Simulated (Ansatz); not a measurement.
Rocksalt ZnO, relaxed with r2SCAN, was run in Ansatz 0.2.0 under altered settings. All numbers are computed, without spin polarisation but where a row says otherwise.

```
Zn O
1.0
     0.00000    2.13377    2.13377
     2.13377    0.00000    2.13377
     2.13377    2.13377    0.00000
Zn O
1 1
Direct
  0.00000 0.00000 0.00000
  0.50000 0.50000 0.50000
```

The base run's other keys:
```yaml
kpoints:
  mp_grid: { grid: [8, 8, 8] }
hamiltonian:
  xc: r2scan
scf:
  occupations: { method: fixed }
  n_extra_bands: 4
```

It takes 7 iterations with 531 plane waves at 500 eV and 29 k points, and leaves a mean stress of 0.00 GPa. The gap over this mesh is 1.567 eV.

Outcomes, with energy and stress as changes against the base:

| setting | outcome | ΔF (meV/atom) | Δ mean stress (GPa) | gap on the mesh (eV) | iterations |
| --- | --- | --- | --- | --- | --- |
| scf.occupations: cold 4 | converged | +1678 | -20.00 | – | 8 |
| kpoints.mp_grid.shift: [0, 0, 0.5] | converged, warned | -0.1 | 0.00 | 2.001 | 7 |
| basis.ecutwfc: 600 | converged | -1.9 | -0.03 | 1.567 | 7 |
| kpoints.mp_grid.grid: [5, 5, 5] | converged | +3.0 | -0.03 | 1.662 | 7 |
| scf.occupations: gaussian 0.5 | converged | 0.0 | +0.01 | 1.567 | 7 |
| kpoints.mp_grid.grid: [2, 2, 2] | converged | +652 | +5.62 | 1.313 | 8 |
| scf.n_bands: 12 | refused | – | – | – | – |
| basis.ecutrho_ratio: 1 | converged, warned | -328 | +19.07 | 1.577 | 7 |
| hamiltonian.pseudopotentials: ultrasoft | refused | – | – | – | – |
| scf.mixing.ndim: 30 | converged | 0.0 | 0.00 | 1.567 | 7 |
| scf.occupations: cold 0.001 | converged | 0.0 | 0.00 | 1.567 | 7 |
| hamiltonian.xc: lda (cutoff then 420 eV) | converged | – | -7.35 | 0.918 | 6 |
| hamiltonian.xc: mr2scan | converged | – | 0.00 | 1.567 | 7 |

A dash marks a value that wasn't obtained or can't be compared. Stress is positive in compression. Its mean hides that meshes of lower symmetry stress the axes unequally.

- scf.occupations: cold 4. The free energy moves by +1678 meV an atom, the mean stress by -20.00 GPa and the gap on the mesh by +0.054 eV (to 1.621). The term −TS is +3001 meV an atom, of a sign that arises since this scheme's broadening is partly negative. A width of 4 eV moves electrons across a gap of 1.57 eV: this is no longer the ground state.
- kpoints.mp_grid.shift: [0, 0, 0.5]. The free energy moves by -0.1 meV an atom, the mean stress by 0.00 GPa and the gap on the mesh by +0.434 eV (to 2.001). The mesh breaks the crystal's symmetry, so the stress, and any force that symmetry no longer fixes, lose it too. The gap changes mostly because other points are sampled; a mesh that misses a band edge overestimates it. Warned: symmetry narrowed by mesh.
- kpoints.mp_grid.grid: [2, 2, 2]. The free energy moves by +652 meV an atom, the mean stress by +5.62 GPa and the gap on the mesh by -0.254 eV (to 1.313). The mesh is too coarse.
- scf.n_bands: 12. The program doesn't start. Error: YAML parse error: line 16 column 3: unknown field `n_bands`, expected one of max_iter, algorithm, n_extra_bands, self_checks, convergence, lower_state_search, omitted_lower_state_checks, lower_solution_reach, mixing, occupations, eigensolver, initial_density, exx
- basis.ecutrho_ratio: 1. The free energy moves by -328 meV an atom, the mean stress by +19.07 GPa and the gap on the mesh by +0.010 eV (to 1.577). A density grid this coarse aliases the density, so the change is an error. Warned: cutoff below recommended.
- hamiltonian.pseudopotentials: ultrasoft. The input is refused before any iteration. Error: YAML parse error: line 13 column 29: unknown variant `uspp`, expected one of nc, nc_fr, paw, paw_fr, all_electron
- hamiltonian.xc: lda. The cutoff follows the functional, from 500 to 420 eV. The mean stress moves by -7.35 GPa and the gap on the mesh by -0.649 eV (to 0.918). It's another functional on the same cell, so totals aren't comparable.

Within 1 meV an atom, 0.1 GPa and 0.005 eV of the base stay: scf.occupations: gaussian 0.5; scf.mixing.ndim: 30; scf.occupations: cold 0.001.
